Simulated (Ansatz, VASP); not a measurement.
HfN in VASP and in Ansatz

```
Hf N
1.0
     3.43321    0.00000    0.00000
    -1.71660    2.97324    0.00000
     0.00000    0.00000    3.96982
Hf N
1 1
Direct
  0.00000 0.00000 0.50000
  0.00000 0.00000 0.00000
```

The cell was built by a generator and needn't be a form met in nature.

Alike in both runs: task single point; functional HSE(alpha, omega); k mesh 5 × 5 × 4; occupations fermi-dirac, width 0.05 eV; no spin polarisation.

|  | VASP | Ansatz |
| --- | --- | --- |
| version | VASP 6.6.1 | Ansatz 0.2.0 |
| potentials or method | VASP PAW PBE potentials, release 64 (Hf_pv, N) | Ansatz PAW |
| plane-wave cutoff (eV) | 520 | 420 |
| valence electrons in the cell | 15 | 31 |

|  | VASP | Ansatz | Ansatz less VASP |
| --- | --- | --- | --- |
| gap on the k mesh at the Fermi level (eV) | none | none | - |
| pressure (GPa) | -1.6 | -1.2 | +0.41 |
| largest component of the traceless stress (GPa) | 7.45 | 7.67 | +0.220 |

A gap of «none» marks a metal or a gap that the smearing closes. The two sets of potentials don't hold the same shells in valence.

Caveats: the k mesh is coarse (spacing up to 0.42 Å⁻¹), so the values aren't converged, least of all with exact exchange; the PAW data sets were made with another functional, which shifts forces and pressure a little (VASP); the PAW data sets come from PBE, with cores solved anew for the run's functional, which leaves a small shift of forces and pressure (Ansatz); the thresholds are loose for stress (Ansatz). The runs have no spin-orbit coupling, so splittings on Hf are missing.
